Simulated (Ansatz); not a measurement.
Wurtzite KBr (it has left that coordination), relaxed with r2SCAN in Ansatz. Space group P6_3/mmc (No. 194), hexagonal; a = 5.619 Å, c = 6.554 Å in the conventional setting, 44.79 Å³ an atom. Around K lie 5 Br at 3.24–3.28 Å; around Br lie 5 K at 3.24–3.28 Å. The cell started from the wurtzite prototype, but the relaxation took it to the higher symmetry P6_3/mmc (No. 194), so the name no longer describes it.

The axes x, y and z are those of this cell:
```xyz
4
Lattice="5.6186 0.0000 0.0000 -2.8093 4.8658 0.0000 0.0000 0.0000 6.5538" Properties=species:S:1:pos:R:3 pbc="T T T"
K     0.0000    3.2439   -0.4096
K     2.8093    1.6219    2.8673
Br    0.0000    3.2439    2.8673
Br    2.8093    1.6219    6.1442
```

Unstrained: PBE gives a direct gap of 4.189 eV at Γ. r2SCAN gives a direct gap of 4.764 eV at Γ. HSE06 gives a direct gap of 5.298 eV at Γ. Meshes: PBE 6×6×4, r2SCAN 6×6×4, HSE06 6×6×4. Strains are changes of length per length. After each strain the atoms were relaxed again with r2SCAN within the symmetry that the strain leaves, so tilts or polar shifts that break it weren't tested; points keep the names that they have in the unstrained zone. No spin polarisation. The prototype was imposed, so other structures may be more stable.

Problem. For epitaxial -0.5 % in the xy plane, how far does the free direction move, and what happens to the gap?

Solution. The normal strain at zero normal stress is +0.16 %, 0.31 of the in-plane strain with the sign turned. PBE: the gap goes from 4.189 to 4.201 eV (+0.012 eV). r2SCAN: the gap goes from 4.764 to 4.775 eV (+0.011 eV). HSE06: the gap goes from 5.298 to 5.312 eV (+0.014 eV).

Problem. Apply isotropic +1.5 % on every length. How far does the gap move, against the unstrained cell?

Solution. PBE: the gap goes from 4.189 to 4.122 eV (-0.067 eV). r2SCAN: the gap goes from 4.764 to 4.709 eV (-0.055 eV). The r2SCAN energy rises by 3.0 meV an atom.

Problem. For epitaxial +0.5 % in the xy plane, how far does the free direction move, and what happens to the gap?

Solution. The normal strain at zero normal stress is -0.07 %, 0.14 of the in-plane strain with the sign turned. PBE: the gap goes from 4.189 to 4.175 eV (-0.014 eV). r2SCAN: the gap goes from 4.764 to 4.753 eV (-0.011 eV). HSE06: the gap goes from 5.298 to 5.283 eV (-0.015 eV).

Problem. Estimate what uniaxial +2.5 % along x, other directions held does to the gap.

Solution. PBE: the gap goes from 4.189 to 4.151 eV (-0.038 eV). r2SCAN: the gap goes from 4.764 to 4.734 eV (-0.030 eV). The r2SCAN energy rises by 1.2 meV an atom.

The runs are scalar-relativistic, without spin-orbit coupling.

The meshes of the hybrids are coarse, so their gaps aren't converged to the digits shown.
